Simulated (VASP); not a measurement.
CuO:

```
Cu O
1.0
     0.00000    2.32725    2.32725
     2.32725    0.00000    2.32725
     2.32725    2.32725    0.00000
Cu O
1 1
Direct
  0.00000 0.00000 0.00000
  0.25000 0.25000 0.25000
```

Measurements of this composition are mostly on another form, of space group No. 15.

- Program: VASP 6.6.1
- Task: relaxation of cell and atoms
- Functional: r2SCAN
- Dispersion: rVV10
- Potentials or basis: VASP PAW PBE potentials, release 64 (Cu, O)
- Cutoff: 600 eV
- k mesh: 10 × 10 × 10
- Occupations: gaussian, width 0.05 eV
- Spin: no spin polarisation

At the start: pressure -15.8 GPa; volume 12.60 Å³/atom.

Q: How do energy, volume and symmetry change on relaxing?

A: Over 3 steps the energy falls by 87.0 meV/atom and the volume is 11.05 Å³/atom (-12.3 %); space group F-43m (No. 216, to 0.05 Å).

Step by step:
```tsv
step	energy change (eV)	largest force (eV/Å)	pressure (GPa)	volume (Å³)
1	0.0000	0.0000	-15.82	25.21
2	-0.1398	0.0000	9.94	20.94
3	-0.1741	0.0000	-0.10	22.10
```

Final structure:
```
CELL_PARAMETERS angstrom
0.00000 2.22728 2.22728
2.22728 0.00000 2.22728
2.22728 2.22728 0.00000
ATOMIC_POSITIONS crystal
Cu 0.00000 0.00000 0.00000
O 0.25000 0.25000 0.25000
```

Caveat: the PAW data sets were made with another functional, which shifts forces and pressure a little; an odd number of electrons without spin polarisation forces a metal; a magnetic or distorted state may lie lower; the run has no spin polarisation, though such a crystal can be magnetic.
